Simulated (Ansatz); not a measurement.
# CO2: the cost of one run

Method: DFT PBE, scalar-relativistic, plane waves, PAW, in Ansatz 0.2.0.

6 further runs of the same task are left out: 1 that didn't finish, 5 set aside as unsound or not needed.

### Step 1. Starting point

Symmetry: Pa-3, No. 205, cubic system. The conventional cell has a = 5.497 Å, b = 5.497 Å, c = 5.497 Å, α = 90.00°, β = 90.00°, γ = 90.00°. C (site symmetry -3) has 2 O at 1.17 Å as nearest neighbours. Around O (site symmetry 3) lie 1 C at 1.17 Å.

Structure file:

```xyz
12
Lattice="5.4971 0.0000 0.0000 0.0000 5.4971 0.0000 0.0000 0.0000 5.4971" Properties=species:S:1:pos:R:3 pbc="T T T"
C     0.0000    0.0000    0.0000
C     2.7485    0.0000    2.7485
C     2.7485    2.7485    0.0000
C     0.0000    2.7485    2.7485
O     0.6736    0.6736    0.6736
O     2.0749    4.8235    3.4221
O     3.4221    2.0749    4.8235
O     4.8235    3.4221    2.0749
O     4.8235    4.8235    4.8235
O     3.4221    0.6736    2.0749
O     2.0749    3.4221    0.6736
O     0.6736    2.0749    3.4221
```

This is candidate A: structure listed in a database for this formula (Pa-3, No. 205).

(A quick probe on a coarse mesh, which set the mesh and smearing, is not shown.)

### Step 3. Full relaxation (candidate A)

Contents of input.yaml:

```yaml
crystal:
  lattice:
    - [5.49707328, 0.0, 0.0]
    - [0.0, 5.49707328, 0.0]
    - [0.0, 0.0, 5.49707328]
  atoms:
    - { symbol: C, position: [0.0, 0.0, 0.0] }
    - { symbol: C, position: [0.5, 0.0, 0.5] }
    - { symbol: C, position: [0.5, 0.5, 0.0] }
    - { symbol: C, position: [0.0, 0.5, 0.5] }
    - { symbol: O, position: [0.12253698, 0.12253698, 0.12253698] }
    - { symbol: O, position: [0.37746302, 0.87746302, 0.62253698] }
    - { symbol: O, position: [0.62253698, 0.37746302, 0.87746302] }
    - { symbol: O, position: [0.87746302, 0.62253698, 0.37746302] }
    - { symbol: O, position: [0.87746302, 0.87746302, 0.87746302] }
    - { symbol: O, position: [0.62253698, 0.12253698, 0.37746302] }
    - { symbol: O, position: [0.37746302, 0.62253698, 0.12253698] }
    - { symbol: O, position: [0.12253698, 0.37746302, 0.62253698] }
basis:
  ecutwfc: 420
kpoints:
  mp_grid: { grid: [4, 4, 4] }
hamiltonian:
  xc: pbe
scf:
  occupations: { method: gaussian, width: 0.02 }
output:
  forces: true
  stress: true
  eigenvalues: true
relax:
  adjacent_minimum: "off"
  f_tol: 0.01
  max_steps: 80
  cell: { stress_tol: 0.05 }
```

Command:

```
> ansatz run input.yaml --threads 1 --pin off --max-ram 2560MiB --backend cpu --events-out ev --progress --plain --runs-dir out
```

What time and memory should one allow on 1 thread of Intel Xeon 6975P-C (Granite Rapids), shared host?

About 52 s, with a peak of 0.52 GiB.
